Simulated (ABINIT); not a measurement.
The system is Tl.

```
Tl
1.0
    -1.95600    1.95600    1.95600
     1.95600   -1.95600    1.95600
     1.95600    1.95600   -1.95600
Tl
1
Direct
  0.00000 0.00000 0.00000
```

This isn't the form of Tl at room conditions, which is hcp.

- Program: ABINIT 10.8.3 (patched build)
- Task: single point
- Functional: PBE
- Potentials or basis: JTH PAW PBE v2.0
- Cutoff: 599 eV
- k mesh: 10 × 10 × 10
- Occupations: fermi-dirac, width 0.05 eV
- Spin: no spin polarisation

On this cell: pressure 1.3 GPa; band gap on the k mesh none (metal or under the smearing width).

The same run follows on a disturbed copy (cell strained at random at fixed volume):

```
Tl
1.0
    -1.90590    1.93071    1.95199
     1.91556   -1.92009    1.95103
     1.98715    2.00134   -1.94138
Tl
1
Cartesian
  0.0437 -0.0267 -0.0263
```

Q: What does the disturbed cell give?

A: The energy (extrapolated to zero smearing) moves by +4.2 meV/atom; pressure 1.4 GPa; band gap on the k mesh none (metal or under the smearing width).

Stress tensor (GPa, compression positive):
```
 1.36 -1.04 -0.10
-1.04  1.22 -0.13
-0.10 -0.13  1.56
```
